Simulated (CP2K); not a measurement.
The system is GaAs.

```
Ga As
1.0
     3.81014    0.00000    0.00000
     0.00000    3.81014    0.00000
     0.00000    0.00000    2.73891
Ga As
1 1
Cartesian
  1.9051 1.9051 1.3695
  0.0000 0.0000 1.3695
```

The cell was built by a generator and needn't be a form met in nature.

Base run:

| Quantity | Value |
| --- | --- |
| Program | CP2K 2026.2 |
| Functional | PBE |
| Potentials or basis | POTENTIAL_UZH Ga GTH-PBE-q13, As GTH-PBE-q5; ccGRB-D basis |
| Density cutoff | 6123 eV |
| k mesh | 7 × 7 × 10 |
| Occupations | fermi-dirac, width 0.05 eV |
| Spin | no spin polarisation |

Its results: band gap on the k mesh none (metal or under the smearing width); pressure 2.5 GPa.

The run is repeated on the same cell with these changes: potentials or basis from POTENTIAL_UZH Ga GTH-PBE-q13, As GTH-PBE-q5; ccGRB-D basis to POTENTIAL_UZH Ga GTH-PBE-q13, As GTH-PBE-q5; DZVP-MOLOPT-PBE-GTH basis; basis sets from Ga ccGRB-D-q13, As ccGRB-D-q5 to Ga DZVP-MOLOPT-PBE-GTH-q13, As DZVP-MOLOPT-PBE-GTH-q5. What comes out?

Band gap on the k mesh none (metal or under the smearing width); pressure 0.7 GPa.

Caveats: the basis of atomic orbitals isn't converged, which shifts pressures, moduli and gaps.
